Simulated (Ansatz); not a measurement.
Crystal: CuO.

```xyz
4
Lattice="3.1795 0.0000 0.0000 -1.5898 2.7536 0.0000 0.0000 0.0000 4.4315" Properties=species:S:1:pos:R:3 pbc="T T T"
Cu    0.0000    0.0000    0.0000
Cu    0.0000    0.0000    2.2157
O     0.0000    1.8357    1.1079
O     1.5898    0.9179    3.3236
```

Measurements of this composition are mostly on another form, of space group No. 15.

- Program: Ansatz 0.2.0
- Task: relaxation of cell and atoms
- Functional: PBE
- Potentials or basis: all-electron LAPW, scalar-relativistic
- Basis error allowed: 0.002 eV/atom
- k mesh: 8 × 8 × 5
- Occupations: fermi-dirac, width 0.05 eV
- Spin: no spin polarisation

At the start: volume 9.70 Å³/atom.

Where does the relaxation end?

Over 9 steps the energy falls by 178.0 meV/atom and the volume is 9.69 Å³/atom (-0.1 %); space group P6_3/mmc (No. 194, to 0.05 Å).

Step by step:
```csv
step,energy change (eV),largest force (eV/Å),volume (Å³)
1,0.0000,0.0000,38.80
2,-0.4361,0.0000,38.62
3,-0.6475,0.0000,38.50
4,-0.7095,0.0000,39.00
5,-0.7103,0.0000,38.73
6,-0.7103,0.0000,38.78
7,-0.7118,0.0000,38.78
8,-0.7118,0.0000,38.77
9,-0.7118,0.0000,38.77
```

Final structure:
```xyz
4
Lattice="2.9635 0.0000 0.0000 -1.4817 2.5664 0.0000 0.0000 0.0000 5.0982" Properties=species:S:1:pos:R:3 pbc="T T T"
Cu    0.0000    0.0000    0.0000
Cu    0.0000    0.0000    2.5491
O     0.0000    1.7110    1.2745
O     1.4817    0.8555    3.8236
```

Caveat: the k mesh is thin for a metal, which can move the energy by tens of meV per atom; the run has no spin polarisation, though such a crystal can be magnetic.
